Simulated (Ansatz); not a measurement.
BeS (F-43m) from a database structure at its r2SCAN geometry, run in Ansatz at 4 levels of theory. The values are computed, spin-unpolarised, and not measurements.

The HSE06 input:
```yaml
crystal:
  lattice:
    - [0.0, 2.4343058979, 2.4343058979]
    - [2.4343058979, 0.0, 2.4343058979]
    - [2.4343058979, 2.4343058979, 0.0]
  atoms:
    - { symbol: Be, position: [0.0, 0.0, 0.0] }
    - { symbol: S, position: [0.75, 0.75, 0.75] }
kpoints:
  mp_grid: { grid: [6, 6, 6] }
  band_path:
    path:
      - [0.0, 0.0, 0.0]
      - [-0.5, -0.5, 0.0]
      - [-0.375, -0.375, 0.25]
      - [-0.375, 0.0, 0.375]
      - [0.0, 0.0, 0.5]
      - [-0.5, -0.25, 0.25]
      - [0.0, 0.5, 0.5]
      - [-0.0375, 0.0, 0.0375]
    npoints: 1
hamiltonian:
  xc: hse06
scf:
  occupations: { method: fixed }
  n_extra_bands: 4
output:
  forces: true
  stress: true
  eigenvalues: true
  write_density: true
  write_potential: true
  elf: true
  volumetric_format: npy
```

Main results, then, where recorded, the levels near the gap in eV from the Fermi energy (columns number the bands from 0), one row a point of the path (Γ, X, U, K, L, W, X, K–Γ (0.90)):
```
Crystal: 2 atoms, lattice volume = 28.851 Å³
Symmetry: 24 space group operations
Space group: F-43m (ITA 216)
```
```
Basis set: ecut = 420 eV, 537 PW (Γ)
Bands: 8, of which v1, the nominal top of the filled ones, is band 4 counted from 1 (3 counted from 0)
k-points: 16 of 216 (time reversal used)
Exchange kernel: α = 0.2500, screened, ω = 0.2079 Å⁻¹, Wigner–Seitz truncation, v(0) = 1044.8928 eV·Å³, q-mesh 6×6×6
hybrid outer 1: dexx = +1.603e-3 eV, tail = 2.99e-6 eV
hybrid outer 2: dexx = +1.590e-8 eV, tail = 1.04e-8 eV, Δε = 1.05e-3 eV
Free energy (F): -997.770585 eV
Fermi energy:    4.560710 eV
--- Stress (GPa, compression-positive) ---
       -0.916083       0.000000       0.000000
        0.000000      -0.916083       0.000000
        0.000000       0.000000      -0.916083
  P = ⅓ Tr σ = -0.9161 GPa (-9.161 kbar)
```
```tsv
band_0	band_1	band_2	band_3	band_4	band_5	band_6
-14.999	0.000	0.000	0.000	6.874	6.874	6.874
-12.662	-5.475	-2.835	-2.835	4.085	5.975	14.400
-12.677	-4.969	-4.378	-2.346	5.395	8.703	12.025
-12.677	-4.969	-4.378	-2.346	5.395	8.703	12.025
-13.254	-6.275	-1.106	-1.106	6.568	7.773	7.773
-12.605	-4.656	-4.140	-3.543	7.552	9.309	9.768
-12.662	-5.475	-2.835	-2.835	4.085	5.975	14.400
-14.952	-0.315	-0.128	-0.018	6.786	6.929	7.035
```

With HSE06 the valence top lies at Γ and the conduction bottom at X, 4.09 eV higher; the smallest vertical gap, at K–Γ (0.90 of the way from K), is 6.80 eV.

Problem. In the first input these blocks are replaced (the band path and keys that only write files left aside):
```yaml
crystal:
  # lattice and atoms as above
  host: atoms
hamiltonian:
  xc:
    exchange: pbe
    correlation: pbe
    exx: { coeff: inverse_dielectric }
```
What comes out?

Solution.
```
ε∞ on k-mesh 4×4×4 of a primitive cell: xx 5.2551, yy 5.2551, zz 5.2551; 3/Tr ε∞, of that cell with its empty space = 0.19029089057037787
Basis set: ecut = 420 eV, 537 PW (Γ)
Bands: 8, of which v1, the nominal top of the filled ones, is band 4 counted from 1 (3 counted from 0)
k-points: 16 of 216 (time reversal used)
Exchange kernel: α = 0.1903, full range, Wigner–Seitz truncation, v(0) = 11739.5541 eV·Å³, q-mesh 6×6×6
hybrid outer 1: dexx = +1.141e-3 eV, tail = 1.89e-6 eV
hybrid outer 2: dexx = +7.830e-9 eV, tail = 5.64e-9 eV, Δε = 9.19e-4 eV
Free energy (F): -997.757059 eV
Fermi energy:    4.439145 eV
--- Stress (GPa, compression-positive) ---
       -0.610220       0.000000       0.000000
        0.000000      -0.610220       0.000000
        0.000000       0.000000      -0.610220
  P = ⅓ Tr σ = -0.6102 GPa (-6.102 kbar)
```
```tsv
band_0	band_1	band_2	band_3	band_4	band_5	band_6
-14.722	0.000	0.000	0.000	7.139	7.139	7.139
-12.436	-5.400	-2.801	-2.801	4.393	6.273	14.564
-12.449	-4.903	-4.340	-2.321	5.695	8.977	12.235
-12.449	-4.903	-4.340	-2.321	5.695	8.977	12.235
-13.014	-6.196	-1.096	-1.096	6.844	8.041	8.041
-12.379	-4.591	-4.102	-3.521	7.848	9.579	10.012
-12.436	-5.400	-2.801	-2.801	4.393	6.273	14.564
-14.676	-0.315	-0.128	-0.017	7.049	7.192	7.298
```
The DDH-PBE0 gap is indirect, 4.39 eV (Γ to X), below the direct gap of 7.07 eV at K–Γ (0.90 of the way from K). At this geometry DDH-PBE0 finds -0.6 GPa, compression counted positive: its own equilibrium volume is smaller. (The program warns that its thresholds are loose for a hybrid's stress.)

PBE0. Against the first input these blocks differ (the band path and keys that only write files left aside):
```yaml
hamiltonian:
  xc: pbe0
```

```
Basis set: ecut = 420 eV, 537 PW (Γ)
Bands: 8, of which v1, the nominal top of the filled ones, is band 4 counted from 1 (3 counted from 0)
k-points: 16 of 216 (time reversal used)
Exchange kernel: α = 0.2500, full range, Wigner–Seitz truncation, v(0) = 11739.5541 eV·Å³, q-mesh 6×6×6
hybrid outer 1: dexx = +2.525e-3 eV, tail = 5.72e-6 eV
hybrid outer 2: dexx = +2.508e-8 eV, tail = 1.32e-8 eV, Δε = 1.46e-3 eV
Free energy (F): -998.011920 eV
Fermi energy:    4.191525 eV
--- Stress (GPa, compression-positive) ---
       -0.937339       0.000000       0.000000
        0.000000      -0.937339       0.000000
        0.000000       0.000000      -0.937339
  P = ⅓ Tr σ = -0.9373 GPa (-9.373 kbar)
```
```tsv
band_0	band_1	band_2	band_3	band_4	band_5	band_6
-15.064	0.000	0.000	0.000	7.612	7.612	7.612
-12.723	-5.532	-2.861	-2.861	4.795	6.707	15.173
-12.737	-5.024	-4.431	-2.370	6.118	9.453	12.795
-12.737	-5.024	-4.431	-2.370	6.118	9.453	12.795
-13.315	-6.341	-1.119	-1.119	7.297	8.517	8.517
-12.665	-4.706	-4.190	-3.588	8.291	10.057	10.527
-12.723	-5.532	-2.861	-2.861	4.795	6.707	15.173
-15.017	-0.319	-0.129	-0.018	7.511	7.666	7.773
```

With PBE0 the valence top lies at Γ and the conduction bottom at X, 4.80 eV higher; the smallest vertical gap, at K–Γ (0.90 of the way from K), is 7.53 eV. The mean pressure is -0.9 GPa (compression positive), so PBE0 would shrink the cell's volume. The stress of a hybrid is loosely converged here.

Hartree-Fock. Against the first input these blocks differ (the band path and keys that only write files left aside):
```yaml
hamiltonian:
  xc: hf
```

```
Basis set: ecut = 420 eV, 537 PW (Γ)
Bands: 8, of which v1, the nominal top of the filled ones, is band 4 counted from 1 (3 counted from 0)
k-points: 16 of 216 (time reversal used)
Exchange kernel: α = 1.0000, full range, Wigner–Seitz truncation, v(0) = 11739.5541 eV·Å³, q-mesh 6×6×6
hybrid outer 1: dexx = +1.287e-1 eV, tail = 5.94e-4 eV
hybrid outer 2: dexx = +3.548e-5 eV, tail = 1.60e-6 eV, Δε = 1.11e-2 eV
hybrid outer 3: dexx = +1.537e-7 eV, tail = 2.73e-8 eV, Δε = 4.03e-4 eV, ΔF = 5.55e-17 eV/Å
Free energy (F): -980.767553 eV
Fermi energy:    2.252842 eV
--- Stress (GPa, compression-positive) ---
        4.963845       0.000000       0.000000
        0.000000       4.963845       0.000000
        0.000000       0.000000       4.963845
  P = ⅓ Tr σ = 4.9638 GPa (49.638 kbar)
```
```tsv
band_0	band_1	band_2	band_3	band_4	band_5	band_6
-19.039	0.000	0.000	0.000	13.953	13.953	13.953
-16.104	-6.889	-3.454	-3.454	10.473	12.630	23.081
-16.127	-6.260	-5.274	-2.844	11.973	15.797	20.110
-16.127	-6.260	-5.274	-2.844	11.973	15.797	20.110
-16.857	-7.792	-1.340	-1.340	13.480	14.888	14.888
-16.038	-5.899	-5.017	-4.190	14.304	16.421	17.392
-16.104	-6.889	-3.454	-3.454	10.473	12.630	23.081
-18.980	-0.355	-0.142	-0.020	13.802	14.021	14.142
```

Hartree-Fock gives an indirect gap of 10.47 eV, from Γ to X; the least direct gap is 13.82 eV at K–Γ (0.90 of the way from K). At this geometry Hartree-Fock finds +5.0 GPa, compression counted positive: its own equilibrium volume is larger. The stress of a hybrid is loosely converged here.

Totals of different functionals can't be compared.

The meshes of the hybrids are coarse, so their gaps aren't converged to the digits shown.
